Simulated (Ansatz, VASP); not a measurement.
## One calculation of Y, two programs

File POSCAR:

```
Y
1.0
    0.0000000000      2.5519910612      2.5519910612
    2.5519910612      0.0000000000      2.5519910612
    2.5519910612      2.5519910612      0.0000000000
Y
1
Direct
    0.0000000000      0.0000000000      0.0000000000
```

Contents of INCAR.step1:

```
PREC     = Accurate       # precision mode
ENCUT    = 520            # plane-wave cutoff, eV
ISMEAR   = -1             # smearing method
SIGMA    = 0.05           # smearing width, eV
LREAL    = F              # projectors in reciprocal space
LASPH    = T              # aspherical terms in the spheres
NELM     = 60             # most SCF steps
NBANDS   = 12             # bands
GGA      = PE             # functional
ALGO     = Normal         # electronic algorithm
EDIFF    = 1E-4           # SCF threshold, eV
LWAVE    = T              # write WAVECAR
LCHARG   = F              # write CHGCAR
```

The input INCAR.step2:

```
PREC     = Accurate       # precision mode
ENCUT    = 520            # plane-wave cutoff, eV
EDIFF    = 1E-6           # SCF threshold, eV
ISMEAR   = -1             # smearing method
SIGMA    = 0.05           # smearing width, eV
LREAL    = F              # projectors in reciprocal space
LASPH    = T              # aspherical terms in the spheres
NELM     = 60             # most SCF steps
ALGO     = Normal         # electronic algorithm
ISIF     = 2              # what is computed and relaxed
LWAVE    = F              # write WAVECAR
LCHARG   = F              # write CHGCAR
METAGGA  = R2SCAN         # meta-GGA
LMIXTAU  = T            
NBANDS   = 12             # bands
ISTART   = 1
```

Contents of KPOINTS:

```
regular mesh
0
Gamma
  5 5 5
```

File input.yaml:

```yaml
crystal:
  lattice:
    - [0.0, 2.5519910612, 2.5519910612]
    - [2.5519910612, 0.0, 2.5519910612]
    - [2.5519910612, 2.5519910612, 0.0]
  atoms:
    - { symbol: "Y", position: [0.0, 0.0, 0.0] }
hamiltonian:
  xc: r2scan
  pseudopotentials: { kind: paw }
kpoints:
  mp_grid: { grid: [5, 5, 5] }
  band_path:
    path:
      - [[0.0, 0.0, 0.0], [0.5, 0.0, 0.5], [0.5, 0.25, 0.75], [0.375, 0.375, 0.75], [0.0, 0.0, 0.0], [0.5, 0.5, 0.5], [0.625, 0.25, 0.625], [0.5, 0.25, 0.75], [0.5, 0.5, 0.5], [0.375, 0.375, 0.75]]
      - [[0.625, 0.25, 0.625], [0.5, 0.0, 0.5]]
    npoints: 14
scf:
  occupations: { method: fermi_dirac, width: 0.05 }
  n_extra_bands: 6
output:
  forces: true
  stress: true
  eigenvalues: true
  fatbands: false
```

This isn't the form of Y at room conditions, which is hcp.

Alike in both runs: functional r2SCAN; k mesh 5 × 5 × 5; occupations fermi-dirac, width 0.05 eV; no spin polarisation.

|  | VASP | Ansatz |
| --- | --- | --- |
| version | VASP 6.6.1 | Ansatz 0.2.0 |
| potentials or method | VASP PAW PBE potentials, release 64 (Y_sv) | Ansatz PAW |
| plane-wave cutoff (eV) | 520 | 500 |
| valence electrons in the cell | 11 | 11 |
| task | single point | band structure |

|  | VASP | Ansatz | Ansatz less VASP |
| --- | --- | --- | --- |
| gap on the k mesh at the Fermi level (eV) | none | none | - |
| pressure (GPa) | 1.0 | 0.9 | -0.13 |

A gap of «none» marks a metal or a gap that the smearing closes.

Caveats: the k mesh is coarse (spacing up to 0.43 Å⁻¹), so the values aren't converged; the PAW data sets were made with another functional, which shifts forces and pressure a little (VASP); the PAW data sets come from PBE, with cores solved anew for the run's functional, which leaves a small shift of forces and pressure (Ansatz).
